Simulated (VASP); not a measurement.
# Ti: convergence, self-consistent run

Ti, I4/mmm (no. 139), 1 atom in the cell. PBEsol; PAW potentials Ti_sv (PBE set). VASP 6.6.1.

Wanted: stress within 0.2 GPa.

What the run is for: stress; Accuracy asked: standard.

POSCAR:
```
Ti
1.0
    0.0000000000      2.0300000000      2.0097000000
    2.0300000000      0.0000000000      2.0097000000
    2.0300000000      2.0300000000      0.0000000000
Ti
1
Direct
    0.0000000000      0.0000000000      0.0000000000
```

The series start from Plane-wave cutoff (eV): 360; Smearing width (eV): 0.07; k-point mesh: 15 × 15 × 15; Precision mode (PREC): Accurate; Electronic threshold (eV): 1e-6; Bands in all (NBANDS): 15; Aspherical gradient terms in the spheres (LASPH): yes; Electronic algorithm: ALGO=Normal; Density mixing: defaults; Support grid and gradient cutoff: ADDGRID=False GGA_COMPAT=False. Each series keeps the choices made before it, and each single choice may use up half of a tolerance.

## Plane-wave cutoff (eV)

| Plane-wave cutoff (eV) | Stress, largest deviation (GPa) | SCF iterations | Time (s) |
|---|---|---|---|
| 220 | 18.82 | 14 | 7.3 |
| 280 | 0.35 | 13 | 8.0 |
| 320 | 0.21 | 11 | 14 |
| 360 | 0.86 | 12 | 16 |
| 410 | 0.71 | 13 | 20 |
| 480 | 0.17 | 13 | 24 |
| 580 | 0.02 | 13 | 22 |
| 720 (reference) | 0.00 | 13 | 61 |

Chosen: 580, the loosest value from which every tighter one stays within half of the tolerance.

## Smearing width (eV)

| Smearing width (eV) | Stress, largest deviation (GPa) | SCF iterations | Time (s) |
|---|---|---|---|
| 0.3 | 0.38 | 12 | 24 |
| 0.2 | 0.12 | 12 | 22 |
| 0.15 | 0.13 | 12 | 24 |
| 0.1 | 0.09 | 12 | 21 |
| 0.07 | 0.05 | 13 | 22 |
| 0.04 (reference) | 0.00 | 13 | 24 |

Chosen: 0.1.

## k-point mesh

| k-point mesh | Stress, largest deviation (GPa) | SCF iterations | Time (s) |
|---|---|---|---|
| 5 × 5 × 5 | 1.15 | 12 | 2.7 |
| 6 × 6 × 6 | 0.80 | 12 | 3.6 |
| 8 × 8 × 8 | 0.17 | 12 | 6.3 |
| 10 × 10 × 10 | 0.28 | 12 | 8.8 |
| 13 × 13 × 13 | 0.08 | 12 | 15 |
| 15 × 15 × 15 | 0.14 | 12 | 21 |
| 18 × 18 × 18 | 0.04 | 12 | 36 |
| 22 × 22 × 22 (reference) | 0.00 | 12 | 60 |

Chosen: 18 × 18 × 18.

## Precision mode (PREC)

| Precision mode (PREC) | Stress, largest deviation (GPa) | SCF iterations | Time (s) |
|---|---|---|---|
| SingleN | 0.05 | 12 | 30 |
| Normal | 0.00 | 12 | 34 |
| Single | 0.02 | 12 | 36 |
| Accurate (reference) | 0.00 | 12 | 36 |

Chosen: SingleN.

## Electronic threshold (eV)

| Electronic threshold (eV) | Stress, largest deviation (GPa) | SCF iterations | Time (s) |
|---|---|---|---|
| 0.001 | 1.25 | 9 | 23 |
| 0.0001 | 0.83 | 10 | 25 |
| 1e-5 | 0.01 | 11 | 28 |
| 1e-6 | 0.01 | 12 | 30 |
| 1e-7 | 0.00 | 13 | 32 |
| 1e-8 (reference) | 0.00 | 16 | 38 |

Chosen: 1e-5.

## Bands in all (NBANDS)

| Bands in all (NBANDS) | Stress, largest deviation (GPa) | SCF iterations | Time (s) |
|---|---|---|---|
| 7 | 0.32 | 11 | 14 |
| 8 | 0.41 | 11 | 16 |
| 10 | 0.00 | 12 | 19 |
| 12 | 0.01 | 12 | 23 |
| 15 | 0.02 | 11 | 28 |
| 24 (reference) | 0.00 | 11 | 43 |

Chosen: 10.

## Aspherical gradient terms in the spheres (LASPH)

| Aspherical gradient terms in the spheres (LASPH) | Stress, largest deviation (GPa) | SCF iterations | Time (s) |
|---|---|---|---|
| yes | 0.00 | 12 | 19 |
| no | 0.00 | 12 | 18 |

Chosen: yes; no other choice that stays within half of the tolerance saves 30 % of the time.

## Electronic algorithm

| Electronic algorithm | Stress, largest deviation (GPa) | SCF iterations | Time (s) |
|---|---|---|---|
| ALGO=Normal | 0.00 | 12 | 19 |
| ALGO=Fast | 0.07 | 22 | 40 |
| ALGO=VeryFast | 0.40 | 36 | 87 |
| ALGO=All ISEARCH=1 | 0.08 | 17 | 30 |
| ALGO=All ISEARCH=0 | 0.08 | 17 | 40 |
| ALGO=Damped TIME=0.4 | 0.06 | 23 | 49 |
| ALGO=Damped TIME=0.1 | 0.20 | 67 | 97 |
| ALGO=Old Fast | 0.29 | 15 | 37 |

Chosen: ALGO=Normal.

## Density mixing

| Density mixing | Stress, largest deviation (GPa) | SCF iterations | Time (s) |
|---|---|---|---|
| defaults | 0.00 | 12 | 19 |
| AMIX=0.2 | 0.13 | 13 | 28 |
| AMIX=0.4 IMIX=1 | 0.43 | 17 | 36 |
| INIMIX=0 | 0.16 | 11 | 19 |
| WC=0 | 0.04 | 12 | 20 |
| AMIX=0.4 AMIN=0.6 IMIX=2 | 2.06 | 22 | 38 |
| AMIN=0.01 | 0.00 | 12 | 34 |

Chosen: defaults.

## Support grid and gradient cutoff

| Support grid and gradient cutoff | Stress, largest deviation (GPa) | SCF iterations | Time (s) |
|---|---|---|---|
| ADDGRID=False GGA_COMPAT=False | 0.00 | 12 | 19 |
| ADDGRID=True GGA_COMPAT=False | 0.06 | 12 | 21 |
| ADDGRID=False GGA_COMPAT=True | 0.00 | 12 | 24 |

Chosen: ADDGRID=False GGA_COMPAT=False.

## All choices together

| Input | Stress, largest deviation (GPa) | Time (s) |
|---|---|---|
| the program's defaults (naive) | 0.16 | 1.0 |
| chosen settings | 0.07 | 19 |
| reference settings throughout | 0.00 | 264 |

The tolerance is met.

Values of the reference run: Stress: 0.4303, 0, 0, 0, 0.4303, 0, 0, 0, 0.7404 GPa.

## The input

INCAR:
```
  GGA = PS
  ISMEAR = 0
  SIGMA = 0.1
  LWAVE = F
  LCHARG = F
  ISIF = 2
  PREC = SingleN
  LASPH = T
  LREAL = F
  ALGO = Normal
  EDIFF = 1E-5
  NELM = 120
  GGA_COMPAT = F
  ENCUT = 580
  NBANDS = 10
  ADDGRID = F
```

KPOINTS:
```
Automatic mesh
0
Gamma
  18 18 18
  0 0 0
```

Commands:
```
cat potpaw_PBE.64/Ti_sv/POTCAR > POTCAR
mpirun -np 1 vasp_std > vasp.out
```

The naive input happens to agree within the tolerance here, in 1.0 s.

The chosen input took VASP 6.6.1 19 s on 1 core (Intel Xeon 6975P-C (Granite Rapids)), a shared host.

## An input that fails: damping step far too long

The electronic loop stops at its limit of 75 steps.

Changes against the starting input:
```
- ALGO = Normal
- NELM = 120
+ ALGO = Damped
+ NELM = 75
+ TIME = 2.0
```
